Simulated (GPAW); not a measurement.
A run of GPAW 26.7.0 is set up as follows.

File run.py:

```python
from ase import Atoms
from ase.dft.bandgap import bandgap
from ase.io import write
from ase.units import GPa
from gpaw import GPAW, PW

atoms = Atoms(['Nb'],
              cell=[[-1.66395, 1.66395, 1.66395],
                    [1.66395, -1.66395, 1.66395],
                    [1.66395, 1.66395, -1.66395]],
              scaled_positions=[[0.0, 0.0, 0.0]],
              pbc=True)

calc = GPAW(mode=PW(600),
            xc='PBE',
            kpts={'size': (11, 11, 11), 'gamma': True},
            occupations={'name': 'methfessel-paxton', 'order': 0, 'width': 0.013000000000000001},
            nbands=15,
            convergence={'density': 1e-05, 'energy': 1e-05},
            maxiter=150,
            txt='gpaw.txt')
atoms.calc = calc
energy = atoms.get_potential_energy()
forces = atoms.get_forces()
stress = atoms.get_stress()
calc.write('gs.gpw')
write('result.traj', atoms)
print(f'Energy: {energy:.6f} eV')
print('Forces (eV/A):')
print(forces.round(4))
print('Stress (GPa):', (stress / GPa).round(3))
print('Fermi level:', round(calc.get_fermi_level(), 4), 'eV')
print(f'Gap: {bandgap(calc)[0]:.4f} eV, direct: {bandgap(calc, direct=True)[0]:.4f} eV')
```

Potentials or basis: GPAW PAW data sets (gpaw-data 1.2.1), pw.

Run with:

```bash
$ OMP_NUM_THREADS=1 python run.py
```

(1) What does it give for the band gap on the k mesh?

(2) Estimate the pressure.

Answers

(1) none (metal or under the smearing width).

(2) -2.5 GPa.
